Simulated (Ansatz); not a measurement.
Runs of Ansatz 0.2.0 on CuI (Marshite). Symmetry: F-43m, No. 216, cubic system. The conventional cell has a = 6.063 Å, b = 6.063 Å, c = 6.063 Å, α = 90.00°, β = 90.00°, γ = 90.00°. I (site symmetry -43m) is surrounded by 4 Cu at 2.63 Å. Cu (site symmetry -43m) has 4 I at 2.63 Å as nearest neighbours. 

```csv
task,level,spin,cell,k mesh,smearing,points for each segment of the path,gap on the mesh (eV),pressure (GPa),relaxed volume (Å³/atom)
band structure,PBE,"SOC, no magnetisation",as given,6 × 6 × 6,fermi-dirac 0.05 eV,14,0.97,0.4,-
band structure,LDA,off,as given,8 × 8 × 8,fermi-dirac 0.05 eV,14,0.94,-4.4,-
band structure,PBE,off,as given,8 × 8 × 8,fermi-dirac 0.05 eV,14,1.12,0.3,-
band structure,PBEsol,off,as given,8 × 8 × 8,fermi-dirac 0.05 eV,14,1.01,-2.6,-
band structure,LDA,"SOC, no magnetisation",as given,6 × 6 × 6,fermi-dirac 0.05 eV,14,(c),(a),-
relaxation of cell and atoms,LDA,off,relaxed,8 × 8 × 8,fermi-dirac 0.05 eV,-,1.22,0.0,25.18
single point,PBE,off,as given,8 × 8 × 8,gaussian 0.011 eV,-,1.12,0.3,-
relaxation of cell and atoms,PBE,off,relaxed,8 × 8 × 8,fermi-dirac 0.05 eV,-,1.10,0.0,(b)
```

Alike in all rows: potentials or basis Ansatz PAW; cutoff (eV) 420.

Task: Fill in the values left out.

Result: (a) -4.3; (b) 28.07; (c) 0.77.

Caveats: spin-orbit coupling is left out, which moves the levels of the heavy elements (some runs); the PAW data sets come from PBE, with cores solved anew for the run's functional, which leaves a small shift of forces and pressure (some runs); the plane-wave basis is chosen anew once the cell has moved, so the energies of steps on either side of that aren't comparable (some runs).

A k mesh can miss the band edges, and rows without SOC leave out spin-orbit coupling on I.
